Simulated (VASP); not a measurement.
BN, 4 atoms in the cell. Symmetry: P6_3/mmc, No. 194, hexagonal system. Conventional cell: a = 2.498 Å, b = 2.498 Å, c = 6.636 Å, α = 90.00°, β = 90.00°, γ = 120.00°. B (site symmetry -6m2) is surrounded by 3 N at 1.44 Å. Around N (site symmetry -6m2) lie 3 B at 1.44 Å. 

* Program: VASP 6.6.1
* Task: single point
* Functional: PBE
* Dispersion: D3(BJ)
* Potentials or basis: VASP PAW PBE potentials, release 64 (B, N)
* Cutoff: 520 eV
* k mesh: 6 × 6 × 2
* Occupations: gaussian, width 0.02 eV
* Spin: no spin polarisation
* Further INCAR settings: ALGO = Normal; EDIFF = 1e-07; NBANDS = 16

Potentials or basis: VASP PAW PBE potentials, release 64 (B, N).

The run is started by

```bash
$ cat potpaw_PBE.64/B/POTCAR potpaw_PBE.64/N/POTCAR > POTCAR
$ mpirun -np 1 vasp_std > vasp.out
```

Hardware: 1 thread of Intel(R) Xeon(R) Platinum 8488C (Sapphire Rapids), with other jobs on the host.

Problem. Estimate the wall time of this run.

Solution. Run time: 6.2 s on 1 thread of Intel(R) Xeon(R) Platinum 8488C (Sapphire Rapids), with other jobs on the host, peak memory 0.15 GiB. Counts: scf iterations 15, k points 14.
